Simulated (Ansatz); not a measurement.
Runs of Ansatz 0.2.0 on CsSnI3. It takes space group Pm-3m (No. 221, cubic). Conventional cell: a = 6.206 Å, b = 6.206 Å, c = 6.206 Å, α = 90.00°, β = 90.00°, γ = 90.00°. Cs (site symmetry m-3m) has 12 I at 4.39 Å as nearest neighbours. I (site symmetry 4/mmm) is surrounded by 2 Sn at 3.10 Å. Around Sn (site symmetry m-3m) lie 6 I at 3.10 Å. 

| level | gap on the mesh (eV) | pressure (GPa) | relaxed volume (Å³/atom) |
| --- | --- | --- | --- |
| PBEsol | 1.69 | 0.0 | 45.73 |
| PBEsol+D3(BJ)-ATM | 1.65 | 0.0 | 43.84 |
| PBEsol+D4 | (a) | 0.0 | 45.33 |
| PBEsol+D3(BJ) | 1.65 | 0.0 | (b) |

Alike in all rows: task relaxation of cell and atoms; potentials or basis Ansatz PAW; no spin polarisation; cell relaxed; k mesh 5 × 5 × 5; cutoff (eV) 420; smearing fermi-dirac 0.05 eV.

Task: Fill in the values left out.

Result: (a) 1.68; (b) 43.67.

Caveats: odd divisions of the mesh miss points on the zone boundary, where band edges often lie, so the gap on the mesh can be too wide; the plane-wave basis is chosen anew once the cell has moved, so the energies of steps on either side of that aren't comparable; spin-orbit coupling is left out, which moves the levels of the heavy elements; the PAW data sets come from PBE, with cores solved anew for the run's functional, which leaves a small shift of forces and pressure.

A k mesh can miss the band edges, and the runs leave out spin-orbit coupling on Cs, I, Sn.
